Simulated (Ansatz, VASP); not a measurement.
**Two plane-wave programs on Ir**

```xyz
1
Lattice="0.0000 1.9532 1.9532 1.9532 0.0000 1.9532 1.9532 1.9532 0.0000" Properties=species:S:1:pos:R:3 pbc="T T T"
Ir    0.0000    0.0000    0.0000
```

Change from the starting cell: volume scaled by 1.06.

Alike in both runs: task single point; functional PBEsol; k mesh 12 × 12 × 12; occupations fermi-dirac, width 0.05 eV; no spin polarisation.

```csv
,VASP,Ansatz
version,VASP 6.6.1,Ansatz 0.2.0
potentials or method,"VASP PAW PBE potentials, release 64 (Ir)",Ansatz PAW
plane-wave cutoff (eV),520,420
valence electrons in the cell,9,17
```

VASP gave:

- gap on the k mesh at the Fermi level (eV): none
- pressure (GPa): -19.4

Q: What did Ansatz give for the same quantities?

A: gap on the k mesh at the Fermi level (eV): none; pressure (GPa): -20.0.

A gap of «none» marks a metal or a gap that the smearing closes. The functional is the same, so the differences come from potentials, cutoffs and numerics. The two sets of potentials don't hold the same shells in valence.

Caveats: the PAW data sets were made with another functional, which shifts forces and pressure a little (VASP); the PAW data sets come from PBE, with cores solved anew for the run's functional, which leaves a small shift of forces and pressure (Ansatz). The runs have no spin-orbit coupling, so splittings on Ir are missing.
